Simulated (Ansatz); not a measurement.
We consider α-phase Li₃N, described by PBEsol in Ansatz (PAW).

Numerical settings: plane-wave cutoff 520 eV, 12×12×10 k mesh (along the axes of the cell as run), Fermi–Dirac smearing 0.01 eV, scalar-relativistic PAW data made under PBE.

Energies at three volumes about the minimum:

```csv
V (Å³/atom),E − E_lowest (meV/atom)
10.614,0.76
10.830,0.00
11.047,0.72
```

Q: Fit a parabola by hand: where is the minimum, and what is the bulk modulus?

A: Slopes: (0.00 − 0.76)/(10.830 − 10.614) = -3.519 and (0.72 − 0.00)/(11.047 − 10.830) = 3.318 meV/Å³. Curvature E″ = 2 × (3.318 − (-3.519))/(11.047 − 10.614) = 31.580 meV/Å⁶. From the middle of the first interval, the slope vanishes at V0 = 10.7220 − (-3.519)/31.580 = 10.833 Å³/atom. B = V0 E″ = 10.833 × 31.580 meV/Å³ × 0.1602 GPa per meV/Å³ = 54.8 GPa. The full Birch–Murnaghan fit to all volumes gives V0 = 10.830 Å³/atom and B0 = 54.6 GPa.

Shape and atoms are relaxed at each volume.

Note: the bulk modulus comes from volumes at which shape and atoms were relaxed.

Ansatz is a program for electronic structure.
